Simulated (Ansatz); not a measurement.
# TiC: enthalpy against pressure

TiC, Fm-3m, a = 4.293 Å. Ansatz: PBEsol, PAW, 420 eV, Γ-centred 16×16×16 mesh on 2 atoms, Gaussian smearing 0.10 eV; no spin polarisation. Cell and atoms are relaxed at each pressure, and no other structure is tried, so the rows at high pressure may lie past a change of phase. y is the enthalpy over the state at zero pressure; there V0 = 9.892 Å³/atom. The pressures are the targets, met within 0.04 GPa.

| P (GPa) | y (eV/atom) |
| --- | --- |
| -2.0 | -0.1239 |
| 0.0 | 0.0000 |
| 2.0 | 0.1230 |
| 5.0 | 0.3059 |
| 10.0 | 0.6065 |
| 20.0 | ? |
| 40.0 | 2.3188 |

Q: Fit y = c1 P + c2 P² + c3 P³ to the other rows, say what c1 and c2 mean, and predict the missing value.

A: Least squares on the rows shown. y = 0.061727 P − 0.00011224 P² + 4.5788×10⁻⁷ P³. Since dH/dP = V, c1 is V0: 0.061727 eV/GPa × 160.2 = 9.889 Å³ against 9.892; c2 = −V0/(2B0) gives B0 = 275 GPa, where a Birch–Murnaghan fit to the volumes of the same runs (not shown) gives 270 GPa. At P = 20.0 the fit asked for gives 1.1933 eV/atom. The run gave 1.1934 eV/atom, so the fit is 0.0001 eV/atom too low, a small miss on the scale of the series.